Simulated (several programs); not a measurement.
What each method gives for CdSe (wurtzite)

Measured values to be reproduced:
- band gap: 1.71 eV (optical gap from ellipsometry, film grown at 250 C; “Ellipsometry Study of CdSe Thin Films Deposited by PLD on ITO Coated Glass Substrates”; gap extracted from an ellipsometry model fit of a PLD film on ITO/glass; differs between growth temperatures; 2021; pmc:8232614)
- volume: 28.1 Å³ an atom (from the lattice constants; a, wurtzite model without stacking faults; 300 K; “Quantitative size-dependent structure and strain determination of CdSe nanoparticles using atomic pair distribution function analysis”; bulk sample contains stacking faults (about 33% in the alternative refinement); value is from the fault-free wurtzite model; 2007; arxiv:0704.1288)

Wurtzite CdSe, relaxed with r2SCAN in Ansatz, was computed with several methods. Space group P6_3mc (No. 186), hexagonal; a = 4.341 Å, c = 7.077 Å in the conventional setting, 28.87 Å³ an atom. Cd has 4 Se at 2.66 Å; Se has 4 Cd at 2.66 Å. The values are computed, spin-unpolarised.

```cif
data_structure
_symmetry_space_group_name_H-M 'P6_3mc'
_symmetry_Int_Tables_number 186
_cell_length_a 4.3407
_cell_length_b 4.3407
_cell_length_c 7.0766
_cell_angle_alpha 90.000
_cell_angle_beta 90.000
_cell_angle_gamma 120.000
_cell_volume 115.47
loop_
_atom_site_label
_atom_site_type_symbol
_atom_site_symmetry_multiplicity
_atom_site_Wyckoff_symbol
_atom_site_fract_x
_atom_site_fract_y
_atom_site_fract_z
_atom_site_occupancy
Cd1 Cd 2 b 0.33333 0.66667 0.99952 1
Se1 Se 2 b 0.33333 0.66667 0.37548 1
```

Gaps and times are for a single point on this cell; volume and bulk modulus come from each method's own relaxation or energy curve at fixed shape, which is too stiff where a cell has free coordinates or axes. Times are rough, from shared hosts (Arm Neoverse V2), and each method has its own mesh and cell size. A dagger marks a closed or tiny gap in a crystal that DFT finds insulating: a failure of the method or a wrong SCF state. A double dagger marks a value from a curve with shape and coordinates held. PM6 (MOPAC), PM7 (MOPAC), GFN1-xTB (tblite), GFN2-xTB (tblite) treat a cluster of cells at its zone centre, which samples few k points: where these miss a band edge, the gap comes out too large for that reason alone. Gaps from k meshes are read at a limited set of points (mesh, symmetry points, PBE's band edges), so each method's own least gap may be somewhat smaller. Force fields have no electrons; where one was fitted to this phase, its volume and modulus reflect the fit. xTB and the PM methods were fitted mostly to molecules, and can miss a solid's gap by electronvolts. Minimal bases can be far off for gaps. Times of the plane-wave ladder aren't listed, since it ran on unlike processors and cards. GLLB-SC's gap includes the derivative discontinuity. G0W0 is at finite bands, cutoff and mesh. d marks a direct gap, i an indirect one (no mark: not told apart), a dash a value that wasn't computed or didn't pass its checks.

```csv
method,kind,gap (eV),own volume (Å³/atom),bulk modulus (GPa),atoms computed,processor time
PBEsol,semilocal,–,28.14,–,4,–
CdTeZnSeHgS0.sw (LAMMPS),force field,–,27.68,54‡,4,0.1 s
CdTeSe.bop.table (LAMMPS),force field,–,–,–,4,0.11 s
PM7 (MOPAC),semi-empirical,4.37,31.43‡,96‡,cluster,2.2 s
PM6 (MOPAC),semi-empirical,2.41,–,–,cluster,2.2 s
GFN1-xTB (tblite),tight binding,0.00†,29.89‡,38‡,cluster,2.5 s
light PBE (260 eV and a coarse mesh),light plane-wave,0.62 d,–,–,4,3.7 s
GFN2-xTB (tblite),tight binding,2.80,31.33‡,22‡,cluster,4.1 s
PBE/SZV (CP2K),small basis,0.84 d,31.42‡,44‡,4,6.5 s
PBE/DZVP (CP2K),small basis,0.61 d,30.24‡,44‡,4,20 s
LDA,semilocal,0.33 d,27.14,–,4,–
PBE,semilocal,0.61 d,29.78,45‡,4,–
PBE/single zeta (GPAW),small basis,0.66 d,–,–,4,25 s
r2SCAN,semilocal,1.11 d,28.87,51‡,4,–
GLLB-SC (GPAW),model potential,1.46,–,–,4,58 s
PBE+SOC,semilocal,0.49 d,–,–,4,–
HSE06,hybrid,1.54 d,29.00,–,4,–
PBE0,hybrid,2.14 d,–,–,4,–
Hartree-Fock,exact exchange,7.58 d,–,–,4,–
r2SCANh,hybrid,1.62 d,–,–,4,–
HSE06+SOC,hybrid,1.41 d,–,–,4,–
G0W0@PBE (120 eV screening cutoff),many-body,1.21,–,–,4,–
```

Against HSE06 (1.54 eV) and with closed or daggered gaps left aside, the nearest gap at the points sampled is that of GLLB-SC (GPAW) (-0.08 eV) and the farthest that of Hartree-Fock (+6.04 eV). HSE06 is only a yardstick of convenience, and nearness to it can be luck.

Volumes against r2SCAN's: PBEsol -2.5 %, CdTeZnSeHgS0.sw (LAMMPS) -4.1 %, LDA -6.0 %, PBE +3.1 %, HSE06 +0.5 %.

Runs without a result: CdTeSe.bop.table (LAMMPS) (relaxation).

Comparison with experiment:
- Band gap, measured 1.71 eV: PM7 (MOPAC) +2.66 eV, PM6 (MOPAC) +0.70 eV, GFN1-xTB (tblite) -1.71 eV, light PBE (260 eV and a coarse mesh) -1.09 eV, GFN2-xTB (tblite) +1.09 eV, PBE/SZV (CP2K) -0.87 eV, PBE/DZVP (CP2K) -1.10 eV, LDA -1.38 eV, PBE -1.10 eV, PBE/single zeta (GPAW) -1.05 eV, r2SCAN -0.60 eV, GLLB-SC (GPAW) -0.25 eV, PBE+SOC -1.22 eV, HSE06 -0.17 eV, PBE0 +0.43 eV, Hartree-Fock +5.87 eV, r2SCANh -0.09 eV, HSE06+SOC -0.30 eV, G0W0@PBE (120 eV screening cutoff) -0.50 eV.
- Volume, measured 28.1 Å³ an atom: PBEsol +0.1 %, CdTeZnSeHgS0.sw (LAMMPS) -1.5 %, LDA -3.4 %, PBE +6.0 %, r2SCAN +2.7 %, HSE06 +3.2 %.
The calculations are for a static lattice; samples hold vibrations, temperature and, in optical gaps, excitons. A measured value is shown where most reports agree with it, and only for the quantities listed.

Only the rows marked +SOC include spin-orbit coupling.
